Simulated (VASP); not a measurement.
Si:

```xyz
2
Lattice="0.0000 2.7219 2.7219 2.7219 0.0000 2.7219 2.7219 2.7219 0.0000" Properties=species:S:1:pos:R:3 pbc="T T T"
Si    2.7219    2.7219    2.7219
Si    4.0828    4.0828    4.0828
```

| Item | Value |
| --- | --- |
| Program | VASP 6.6.1 |
| Task | relaxation of cell and atoms |
| Functional | revPBE |
| Dispersion | D4 |
| Potentials or basis | VASP PAW PBE potentials, release 64 (Si) |
| Cutoff | 600 eV |
| k mesh | 8 × 8 × 8 |
| Occupations | fermi-dirac, width 0.05 eV |
| Spin | no spin polarisation |

At the start: pressure -2.7 GPa; volume 20.16 Å³/atom.

Where does the relaxation end?

Over 3 steps the energy falls by 5.0 meV/atom and the volume is 19.58 Å³/atom (-2.9 %); space group Fd-3m (No. 227, to 0.05 Å).

Step by step:
| step | energy change (eV) | largest force (eV/Å) | pressure (GPa) | volume (Å³) |
| --- | --- | --- | --- | --- |
| 1 | 0.0000 | 0.0000 | -2.65 | 40.33 |
| 2 | -0.0053 | 0.0000 | 1.99 | 38.41 |
| 3 | -0.0099 | 0.0000 | 0.01 | 39.17 |

Final structure:
```cif
data_structure
_symmetry_space_group_name_H-M 'P 1'
_symmetry_Int_Tables_number 1
_cell_length_a 3.8119
_cell_length_b 3.8119
_cell_length_c 3.8119
_cell_angle_alpha 60.000
_cell_angle_beta 60.000
_cell_angle_gamma 60.000
_cell_volume 39.17
loop_
_atom_site_label
_atom_site_type_symbol
_atom_site_fract_x
_atom_site_fract_y
_atom_site_fract_z
_atom_site_occupancy
Si1 Si 0.50000 0.50000 0.50000 1
Si2 Si 0.75000 0.75000 0.75000 1
```

Caveat: the PAW data sets were made with another functional, which shifts forces and pressure a little.
